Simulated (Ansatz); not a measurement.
A (110) slab of BAs (F-43m (No. 216)), 7 planes, outer planes BAs (top) and BAs (bottom), with 14 atoms (B7As7) in a surface cell of A = 16.352 Å², as cut from the bulk:

```yaml
crystal:
  lattice:
    - [3.40035, 0.00000, 0.00000]
    - [0.00000, 4.80882, 0.00000]
    - [0.00000, 0.00000, 25.20105]
  atoms:
    - { symbol: B, position: [0.50000, 0.50000, 0.29761] }
    - { symbol: As, position: [0.00000, 0.25000, 0.29761] }
    - { symbol: B, position: [0.00000, 0.00000, 0.36507] }
    - { symbol: As, position: [0.50000, 0.75000, 0.36507] }
    - { symbol: B, position: [0.50000, 0.50000, 0.43254] }
    - { symbol: As, position: [0.00000, 0.25000, 0.43254] }
    - { symbol: B, position: [0.00000, 0.00000, 0.50000] }
    - { symbol: As, position: [0.50000, 0.75000, 0.50000] }
    - { symbol: B, position: [0.50000, 0.50000, 0.56746] }
    - { symbol: As, position: [0.00000, 0.25000, 0.56746] }
    - { symbol: B, position: [0.00000, 0.00000, 0.63493] }
    - { symbol: As, position: [0.50000, 0.75000, 0.63493] }
    - { symbol: B, position: [0.50000, 0.50000, 0.70239] }
    - { symbol: As, position: [0.00000, 0.25000, 0.70239] }
```

Computed with DFT PBE, scalar-relativistic, plane waves, PAW (Ansatz 0.2.0). Cutoff 420 eV; k points 8×6×1 on the computed 14-atom cell (Γ-centred); Gaussian smearing, width 0.05 eV; no spin polarisation.

Against the same 14 atoms in the bulk, the slab as cut lies 4.702 eV higher and the relaxed slab 2.989 eV higher.

(1) Work out the surface energy before and after relaxation.

(2) What is the ideal work of this cut, per area?

## Answers

(1) The slab has two faces, so γ = (E_slab − N·E_bulk)/(2A), the mean of both. As cut: 4.702/(2 × 16.352) = 0.1438 eV/Å², and 1 eV/Å² = 16.02 J/m², so γ = 2.30 J/m². Relaxed: 2.989/(2 × 16.352) = 0.0914 eV/Å² = 1.46 J/m². Relaxation recovers 36 % of the cost of cutting.

(2) Griffith's ideal work is 2γ: 4.61 J/m² if the new faces stay rigid, 2.93 J/m² if they relax. One thickness was run, 7 planes, so γ can still shift with it.